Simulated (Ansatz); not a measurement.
## Could GaN exist in this structure?

Plane-wave DFT in Ansatz with scalar-relativistic PAW potentials. The crystal relaxes under PBE to P6_3mc with a = 3.218 Å, c = 5.243 Å, 11.76 Å³/atom. No spin polarisation.

```cif
data_structure
_symmetry_space_group_name_H-M 'P6_3mc'
_symmetry_Int_Tables_number 186
_cell_length_a 3.2184
_cell_length_b 3.2184
_cell_length_c 5.2430
_cell_angle_alpha 90.000
_cell_angle_beta 90.000
_cell_angle_gamma 120.000
_cell_volume 47.03
loop_
_atom_site_label
_atom_site_type_symbol
_atom_site_symmetry_multiplicity
_atom_site_Wyckoff_symbol
_atom_site_fract_x
_atom_site_fract_y
_atom_site_fract_z
_atom_site_occupancy
Ga1 Ga 2 b 0.33333 0.66667 0.99913 1
N1 N 2 b 0.33333 0.66667 0.37587 1
```

Test it against the elements, against displacements at the zone centre and against strain.

- Energy over the elements: -0.443 eV/atom (PBE, standard states in the same functional, gases uncorrected)
- Optical modes at Γ: all 9 real, 140 to 698 cm⁻¹ (LDA, without the LO-TO term)
- Least eigenvalue of the elastic tensor: 89 GPa (PBE)

It passes all three tests. So it is a local minimum against everything tried and bound against the elements. Modes at other wave vectors, other structures and decomposition into other compounds weren't tested here. The modes and the tensor belong to cells relaxed at their own level (11.76 Å³/atom for the tensor), not to the cell shown.